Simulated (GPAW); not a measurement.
KCl (Sylvite):

```
K Cl
1.0
     0.00000    3.14647    3.14647
     3.14647    0.00000    3.14647
     3.14647    3.14647    0.00000
K Cl
1 1
Direct
  0.00000 0.00000 0.00000
  0.50000 0.50000 0.50000
```

* Program: GPAW 26.7.0
* Task: single point
* Functional: PBEsol
* Potentials or basis: PAW data sets generated in the run's folder for this functional
* Cutoff: 600 eV
* Basis: pw
* k mesh: 7 × 7 × 7
* Occupations: fermi-dirac, width 0.05 eV
* Spin: no spin polarisation

On this cell: pressure -0.5 GPa; largest force zero by symmetry; band gap on the k mesh 5.03 eV, direct.

The same run follows on a disturbed copy (atoms moved at random, drawn with an rms of 0.05 Å):

```
K Cl
1.0
     0.00000    3.14647    3.14647
     3.14647    0.00000    3.14647
     3.14647    3.14647    0.00000
K Cl
1 1
Direct
  0.98882 0.01186 0.99803
  0.48303 0.50210 0.50564
```

Problem. What changes?

Solution. The energy moves by +0.7 meV/atom; pressure -0.5 GPa; largest force 0.058 eV/Å; band gap on the k mesh 5.03 eV, direct.

Forces on the atoms (eV/Å):
```
K   -0.008  0.007 -0.057
Cl   0.008 -0.007  0.057
```

Caveats: an odd mesh through Γ misses points on the zone boundary, where band edges often lie.
